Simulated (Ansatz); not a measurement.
The elements of this relaxed trial crystal are hidden behind letters.

```
lattice vectors (Å)
   6.2488    0.0000    0.0000
   0.0000   17.2134    0.0000
   0.0000    0.0000    3.5808
fractional positions
X 0.5832 0.6863 0.0000
X 0.0832 0.8137 0.0000
X 0.5577 0.9006 0.5000
X 0.0577 0.5994 0.5000
X 0.4168 0.3137 0.0000
X 0.9168 0.1863 0.0000
X 0.4423 0.0994 0.5000
X 0.9423 0.4006 0.5000
X 0.0000 0.0000 0.0000
X 0.5000 0.5000 0.0000
Z 0.4592 0.8149 0.0000
Z 0.9592 0.6851 0.0000
Z 0.4568 0.6039 0.5000
Z 0.9568 0.8961 0.5000
Z 0.5408 0.1851 0.0000
Z 0.0408 0.3149 0.0000
Z 0.5432 0.3961 0.5000
Z 0.0432 0.1039 0.5000
```

These are results of DFT PBE, scalar-relativistic, plane waves, PAW in Ansatz, not measurements. Settings of the last relaxation (18-atom cell): 420 eV, 6×4×10 k points, Gaussian smearing of 0.10 eV, no spin polarisation.

```
Space group                                : Pbam (No. 55)
Conventional cell                          : a = 6.249 Å, b = 17.213 Å, c = 3.581 Å
Volume per atom                            : 21.40 Å³
Density                                    : 1.52 g/cm³
Energy over the elements                   : −1.56 eV/atom
Gap on the 6×4×10 mesh of the 18-atom cell : 0 eV (a metal)
```

Energies are uncorrected and count from the elements' standard states at the same level.

Problem. X is an s-block element of period 2 and Z is a p-block element of period 3. Which elements are they?

Solution. X = Li, Z = Cl, so the formula is Li5Cl4. Density times volume gives a mean mass of 1.52 × 21.40/1.6605 = 19.6 u per atom, and this set has 19.6 u. Among the elements that the hints allow, noble gases aside, only these give it. Li on a site of symmetry m is surrounded by 4 Cl at 2.34–2.42 Å; around Li on a second site of symmetry m lie 3 Cl at 2.40–2.49 Å; Cl on its first site has 4 Li at 2.34–2.40 Å; 2 more sites not described.

Symmetry constrained the relaxation, so the result can be a saddle point.
